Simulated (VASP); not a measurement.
Set up this calculation in VASP 6.6.1, as the native input.

| Quantity | Value |
| --- | --- |
| Task | relaxation of cell and atoms |
| Functional | PBE |
| Potentials or basis | VASP PAW PBE potentials, release 64 (Mg, Te) |
| Cutoff | 600 eV |
| k mesh | 9 × 9 × 4 |
| Occupations | gaussian, width 0.02 eV |
| Spin | no spin polarisation |
| Dipole correction | no |
| Further INCAR settings | ALGO = Normal; EDIFF = 1e-06; IBRION = 2; EDIFFG = -0.005; NSW = 100; ISIF = 3 |

The structure of MgTe lies in POSCAR:

```
MgTe
1.0
    4.6090978087      0.0000000000      0.0000000000
   -2.3045489044      3.9915957909      0.0000000000
    0.0000000000      0.0000000000      7.4981942087
Mg Te
2 2
Direct
    0.3333333333      0.6666666667     -0.0032625181
    0.6666666667      0.3333333333      0.4967374819
    0.3333333333      0.6666666667      0.3732625181
    0.6666666667      0.3333333333      0.8732625181
```

One way to write it, as run:

INCAR

```
SYSTEM = MgTe
  ALGO = Normal
  EDIFF = 1E-6
  EDIFFG = -0.005
  ENCUT = 600
  GGA = PE
  IBRION = 2
  ISIF = 3
  ISMEAR = 0
  LASPH = .True.
  LCHARG = .False.
  LREAL = .False.
  LWAVE = .False.
  NELM = 100
  NSW = 100
  PREC = Accurate
  SIGMA = 0.02
```

KPOINTS

```
k-points
0
Gamma
  9 9 4
  0 0 0
```

Potentials or basis: VASP PAW PBE potentials, release 64 (Mg, Te).

Launch:

```bash
$ cat potpaw_PBE.64/Mg/POTCAR potpaw_PBE.64/Te/POTCAR > POTCAR
$ mpirun -np 1 vasp_std > vasp.out
```

Results of the run:

The relaxed volume is 34.46 Å³/atom. The relaxed cell is a = 4.608 Å, b = 4.608 Å, c = 7.497 Å, α = 90.00°, β = 90.00°, γ = 120.00°, the space group after relaxing (to 0.05 Å) is P6_3mc (No. 186) and the energy gained by relaxing is 0.0 meV/atom. The ionic steps are 2. The pressure after relaxing is 0.0 GPa and the band gap on the k mesh is 2.36 eV, direct.

Caveat: spin-orbit coupling is left out, which moves the levels of the heavy elements.

Wall time 67 s on 1 thread of Intel(R) Xeon(R) Platinum 8488C (Sapphire Rapids), with other jobs on the host, peak memory 0.35 GiB.
